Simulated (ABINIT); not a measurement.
**BeTe (F-43m): G0W0 with and without spin-orbit coupling**

Aim: spinor G0W0 for BeTe (F-43m) beside the scalar-relativistic result.

Calculated with ABINIT 10.8.3; PBE and many-body steps on it, plane waves.

Most raw output is cut from this account.

The database entry behind the starting cell differs from later determinations by our own check (an axis about 1.5 % short against later determinations), so it need not match the best structure at ambient conditions.

### 1. The structure

It takes space group F-43m (No. 216, cubic). The conventional cell has a = 5.540 Å, b = 5.540 Å, c = 5.540 Å, α = 90.00°, β = 90.00°, γ = 90.00°. Nearest to Be lie 4 Te at 2.40 Å. Nearest to Te lie 4 Be at 2.40 Å. Farther neighbours and most contacts between anions are not listed.

Structure file:

```cif
data_structure
_symmetry_space_group_name_H-M 'P 1'
_symmetry_Int_Tables_number 1
_cell_length_a 3.9174
_cell_length_b 3.9174
_cell_length_c 3.9174
_cell_angle_alpha 60.000
_cell_angle_beta 60.000
_cell_angle_gamma 60.000
_cell_volume 42.51
loop_
_atom_site_label
_atom_site_type_symbol
_atom_site_fract_x
_atom_site_fract_y
_atom_site_fract_z
_atom_site_occupancy
Be1 Be 0.00000 0.00000 0.00000 1
Te2 Te 0.25000 0.25000 0.25000 1
```

The cell and positions come from the Crystallography Open Database and are kept as given unless a step says otherwise. Spin-orbit coupling is left out unless a step names it.

### 2. Empty states on the mesh, 4×4×4 mesh, 34 bands

This step: ABINIT 10.8.3; DFT, PBE, plane waves, norm-conserving pseudopotentials.

The sums over transitions need many empty states on a uniform mesh; this step solves for them.

The input, run.abi:

```
acell 3*1.0 Angstrom
rprim 
  0.000000000000 2.770000000000 2.770000000000
  2.770000000000 0.000000000000 2.770000000000
  2.770000000000 2.770000000000 -0.000000000000
ntypat 2
znucl 4 52
natom 2
typat 1 2
xred 
  0.000000000000 0.000000000000 0.000000000000
  0.250000000000 0.250000000000 0.250000000000
pp_dirpath "pseudos"
pseudos "Be.upf, Te.upf"
ecut 38
ngkpt 4 4 4
nshiftk 1
shiftk 0 0 0
kptopt 1
chksymbreak 0
iscf -2
irdden 1
istwfk *1
nband 34
nbdbuf 4
tolwfr 1e-09
nstep 60
prtvol 0
indata_prefix "in"
outdata_prefix "out"
tmpdata_prefix "tmp"
```

Launch:

```
> OMP_NUM_THREADS=1 mpirun -n 4 abinit run.abi > log
```

The job ended after 10 s (4 MPI ranks of Arm Neoverse N1, shared host; peak memory 0.27 GiB).

This step gave:

| Quantity | Value |
| --- | --- |
| gap | 1.864 eV |
| k of the valence top | 0, 0, 0 |
| k of the conduction bottom | 0.5, 0.5, 0 |
| least direct gap | 3.606 eV |
| k points computed | 8 |
| lowest point of the top converged band, above the valence top | 27.42 eV |

On this mesh the gap is 1.864 eV.

The density comes from a self-consistent run that is not shown.

### 3. Screening, 4×4×4 mesh, 30 bands, screening to 98 eV

The RPA dielectric matrix is built and inverted for each q.

This step: RPA screening on PBE, plane waves, norm-conserving pseudopotentials.

run.abi: that of step 2 with these lines changed.

```diff
@@ -20,10 +20,11 @@
 chksymbreak 0
-iscf -2
-irdden 1
 istwfk *1
-nband 34
-nbdbuf 4
-tolwfr 1e-09
-nstep 60
-prtvol 0
+occopt 1
+irdwfk 1
+optdriver 3
+nband 30
+ecuteps 3.6
+inclvkb 0
+awtr 1
+symchi 1
 indata_prefix "in"
```

It took 10 s on 4 MPI ranks; peak memory 0.44 GiB.

Numbers from this step:

```
ε∞ with local fields, on this mesh, along the program's q direction : 7.817
the same without local fields                                       : 8.857
plasma frequency                                                    : 25.47 eV
plane waves in the screening matrix                                 : 89
```

Local fields lower ε∞ by 12 %. On a Γ-centred mesh this coarse the value itself is usually too large, while a short band sum pulls it down.

### 4. Scalar-relativistic

The self-energy is evaluated for the states that the input lists, and the levels follow from it, in one-shot runs by the linearised quasiparticle equation.

This step: G0W0 on PBE, plane waves, norm-conserving pseudopotentials.

run.abi: that of step 3 with these lines changed.

```diff
@@ -23,8 +23,17 @@
 irdwfk 1
-optdriver 3
+optdriver 4
 nband 30
+gwcalctyp 0
+ecutsigx 38
+symsigma 1
+nkptgw 2
+kptgw 
+  0.0000000000 0.0000000000 0.0000000000
+  0.5000000000 0.5000000000 0.0000000000
+bdgw 
+  8 13
+  9 12
 ecuteps 3.6
-inclvkb 0
-awtr 1
-symchi 1
+irdscr 1
+ppmodel 1
 indata_prefix "in"
```

Wall time 5.4 s (4 MPI ranks); peak memory 0.61 GiB.

Numbers from this step:

| Quantity | Value |
| --- | --- |
| G0W0 gap on the points computed | 3.081 eV |
| starting gap on the mesh | 1.864 eV |
| k of the valence top | 0, 0, 0 |
| k of the conduction bottom | 0.5, 0.5, 0 |
| Z at the valence top | 0.807 |
| Z at the conduction bottom | 0.816 |
| least direct G0W0 gap on the computed points | 5.234 eV |

The gap on the mesh goes from 1.86 eV to 3.08 eV, a correction of +1.22 eV.

### 5. Empty states on the mesh, 4×4×4 mesh, 66 bands

This step: DFT, PBE with spin-orbit coupling, plane waves, norm-conserving pseudopotentials.

run.abi: that of step 4 with these lines changed.

```diff
@@ -15,2 +15,3 @@
 ecut 38
+nspinor 2
 ngkpt 4 4 4
@@ -20,20 +21,10 @@
 chksymbreak 0
+iscf -2
+irdden 1
 istwfk *1
-occopt 1
-irdwfk 1
-optdriver 4
-nband 30
-gwcalctyp 0
-ecutsigx 38
-symsigma 1
-nkptgw 2
-kptgw 
-  0.0000000000 0.0000000000 0.0000000000
-  0.5000000000 0.5000000000 0.0000000000
-bdgw 
-  8 13
-  9 12
-ecuteps 3.6
-irdscr 1
-ppmodel 1
+nband 66
+nbdbuf 6
+tolwfr 1e-09
+nstep 60
+prtvol 0
 indata_prefix "in"
```

Wall time 47 s (4 MPI ranks); peak memory 0.33 GiB; 3.1 min of CPU time.

Numbers from this step:

```
gap                                                           : 1.565 eV
k of the valence top                                          : 0, 0, 0
k of the conduction bottom                                    : 0.5, 0.5, 0
least direct gap                                              : 3.265 eV
k points computed                                             : 8
lowest point of the top converged band, above the valence top : 27.12 eV
```

On this mesh the gap is 1.565 eV.

The density comes from a self-consistent run that is not shown, made with spin-orbit coupling and fully relativistic files.

### 6. Screening, 4×4×4 mesh, 60 bands, screening to 98 eV

This step: RPA screening on PBE with spin-orbit coupling, plane waves, norm-conserving pseudopotentials.

run.abi: that of step 5 with these lines changed.

```diff
@@ -21,10 +21,11 @@
 chksymbreak 0
-iscf -2
-irdden 1
 istwfk *1
-nband 66
-nbdbuf 6
-tolwfr 1e-09
-nstep 60
-prtvol 0
+occopt 1
+irdwfk 1
+optdriver 3
+nband 60
+ecuteps 3.6
+inclvkb 0
+awtr 1
+symchi 1
 indata_prefix "in"
```

The job ended after 83 s (4 MPI ranks; peak memory 0.95 GiB; 5.5 min of CPU time).

This step gave:

```yaml
eps_infinity_with_local_fields_on_this_mesh_along_the_program_s_q_direction: 7.881
the_same_without_local_fields: 8.922
plasma_frequency: 25.47 eV
plane_waves_in_the_screening_matrix: 89
```

### 7. With spin-orbit coupling

This step: G0W0 on PBE with spin-orbit coupling, plane waves, norm-conserving pseudopotentials.

run.abi: that of step 6 with these lines changed.

```diff
@@ -24,8 +24,17 @@
 irdwfk 1
-optdriver 3
+optdriver 4
 nband 60
+gwcalctyp 0
+ecutsigx 38
+symsigma 0
+nkptgw 2
+kptgw 
+  0.0000000000 0.0000000000 0.0000000000
+  0.5000000000 0.5000000000 0.0000000000
+bdgw 
+  17 26
+  17 24
 ecuteps 3.6
-inclvkb 0
-awtr 1
-symchi 1
+irdscr 1
+ppmodel 1
 indata_prefix "in"
```

Run time: 1.9 min. Hardware: 4 MPI ranks; peak memory 1.2 GiB.

Numbers from this step:

```
G0W0 gap on the points computed              : 2.764 eV
starting gap on the mesh                     : 1.565 eV
k of the valence top                         : 0, 0, 0
k of the conduction bottom                   : 0.5, 0.5, 0
Z at the valence top                         : 0.808
Z at the conduction bottom                   : 0.816
least direct G0W0 gap on the computed points : 4.896 eV
```

Against G0W0 in ABINIT (4×4×4 mesh, 30 bands, screening to 98 eV, Godby-Needs plasmon pole), the gap moves by −0.317 eV.

### 8. Side by side

Times are wall times on 4 MPI ranks of Arm Neoverse N1, shared host, good to a factor of about two. A run's time includes the screening step that it read.

| run | mesh | bands | screening cutoff (eV) | DFT gap (eV) | gap on the mesh (eV) | direct (eV) | ε∞ used | time |
| --- | --- | --- | --- | --- | --- | --- | --- | --- |
| scalar-relativistic | 4×4×4 | 30 | 98 | 1.864 | 3.081 | 5.234 | 7.82 | 16 s |
| with spin-orbit coupling | 4×4×4 | 60 | 98 | 1.565 | 2.764 | 4.896 | 7.88 | 3.3 min |

### 9. Summary of results

| Item | Value |
| --- | --- |
| scalar-relativistic | 3.081 eV |
| with spin-orbit coupling | 2.764 eV |
| known limits | not at the basis limit; exchange with frozen shells missing; screening head approximate; no spin-orbit coupling in some runs; coarse k mesh |

In words: With spin-orbit coupling: −0.317 eV against scalar-relativistic, −0.299 eV of it in the start. Bands and cutoff are finite, so the gap is not at the basis limit. The miss can reach some tenths of an eV and take either sign; the mesh is an error of its own. In the G0W0 runs levels were corrected at 2 k points alone, so a gap called «on the mesh» is the least over those, and an edge elsewhere would be missed. The 4×4×4 mesh is coarse for this cell, which bears on the long-range parts of exchange and screening. The norm-conserving file of at least one element keeps a d shell over frozen s and p shells of the same row. Exchange with those shells is missing from the self-energy, an error of 0.3 to 0.9 eV in cases checked, whose sign depends on which edge lies on those atoms. The long-wavelength limit of the screening leaves out the non-local commutator, which shifts ε∞.

[Paths, hosts, dates, memory and timing lines, banners, echoed tables and standing remarks are left out of the program output.]

[Logs are printed without paths, hosts, clocks, repeated set-up lines and the standing remarks that a program may print on its own settings, such as how far it seeks lower states.]

[Runs of the session that timed out or met a known fault of the program may be left out.]

[Hosts, paths, dates, database ids (printed as entryN), source tags and the programs' standing remarks are cut or masked in the printed files.]

[G0W0 gaps are taken among the corrected bands and points alone; a level outside them can change the order at an edge.]

[Where Ansatz stands beside ABINIT at settings called matched, ABINIT's density can come from a denser mesh and the files from another edition; pairs whose starting gaps differed by over 0.03 eV were left out, so agreement reads better than it is.]
